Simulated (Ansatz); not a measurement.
Crystal: CuO.

```xyz
4
Lattice="0.0000 2.5526 2.5526 2.5526 0.0000 2.5526 2.5526 2.5526 0.0000" Properties=species:S:1:pos:R:3 pbc="T T T"
Cu    0.0000    0.0000    0.0000
Cu    2.5526    2.5526    2.5526
O     1.2763    1.2763    1.2763
O     3.8288    3.8288    3.8288
```

Measurements of this composition are mostly on another form, of space group No. 15.

The cell isn't the ideal one: another cell of the same crystal, with 4 atoms.

Base run:

| Property | Result |
| --- | --- |
| Program | Ansatz 0.2.0 |
| Functional | r2SCAN |
| Potentials or basis | Ansatz PAW |
| Cutoff | 500 eV (not typed: the program's choice for these potentials) |
| k mesh | 6 × 6 × 6 |
| Occupations | gaussian, width 0.05 eV |
| Spin | collinear spin, antiferromagnetic start |
| Starting moments | [0.6, -0.6, 0.0, 0.0] μB |
| Hubbard terms | Cu d U = 4 eV |

Its results: band gap on the k mesh none (metal or under the smearing width); pressure 14.8 GPa; net moment 0.00 μB per cell.

Problem. The run is repeated on the same cell with these changes: hubbard terms from Cu d U = 4 eV to Cu d U = 7 eV. What comes out?

Solution. Band gap on the k mesh none (metal or under the smearing width); pressure 17.8 GPa; net moment 0.00 μB per cell.

Caveats: the magnetic or orbital state may not be the lowest; the PAW data sets come from PBE, with cores solved anew for the run's functional, which leaves a small shift of forces and pressure; the starting moments weren't kept.
